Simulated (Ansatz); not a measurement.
CdS, DFT, PBEsol, PAW with Ansatz's default frozen-core files, scalar-relativistic (Ansatz 0.2.0), run on 1 thread of Intel(R) Xeon(R) 6975P-C (Granite Rapids) on a shared host.

Structure from Materials Project entry mp-2469 (possibly hypothetical), not relaxed further.

Command: `ansatz run input.yaml --threads 1 --pin off --max-ram 3072MiB --backend cpu --events-out ev --progress --plain --runs-dir out`

```yaml
crystal:
  lattice:
    - [0.0, 2.9429534649, 2.9429534649]
    - [2.9429534649, 0.0, 2.9429534649]
    - [2.9429534649, 2.9429534649, 0.0]
  atoms:
    - { symbol: Cd, position: [0.0, 0.0, 0.0] }
    - { symbol: S, position: [0.75, 0.75, 0.75] }
kpoints:
  mp_grid: { grid: [7, 7, 7] }
  band_path:
    path:
      - [0.0, 0.0, 0.0]
      - [-0.5, -0.5, 0.0]
      - [-0.375, -0.375, 0.25]
      - [-0.375, 0.0, 0.375]
      - [0.0, 0.0, 0.0]
      - [0.0, 0.0, 0.5]
      - [-0.5, -0.25, 0.25]
      - [-0.5, -0.5, 0.0]
    npoints: 14
scf:
  occupations: { method: fermi_dirac, width: 0.02 }
hamiltonian:
  xc: pbesol
  pseudopotentials: { kind: paw }
output:
  forces: true
  stress: true
  eigenvalues: true
  efg: { contact_densities: true }
  populations: true
  bader: true
  dos: { projected: true, de: 0.2, e_range: [-14, 8] }
  write_density: true
  write_potential: true
  elf: true
  volumetric_format: npy
```

**Question.** How large is the problem that the program sets up?

**Answer.** 20 irreducible k-points, 965 plane waves at Γ, 17 bands.

**Question.** About how long does it take, and how much memory does it use?

**Answer.** 13 s of wall time for 6 SCF iterations, with a peak of 0.4 GiB. Times on shared machines scatter by tens of per cent.

**Question.** And the same cell and mesh by all-electron LAPW, asked for forces, stress, eigenvalues, populations, dos and the same band path, on the same hardware?

**Answer.** 8.1 s, peak memory 0.31 GiB.

**Question.** And the same cell and mesh by all-electron PAW (datasets made for this crystal), asked for forces, stress, eigenvalues, efg and the same band path, on the same hardware?

**Answer.** 7.7 s, peak memory 0.51 GiB.
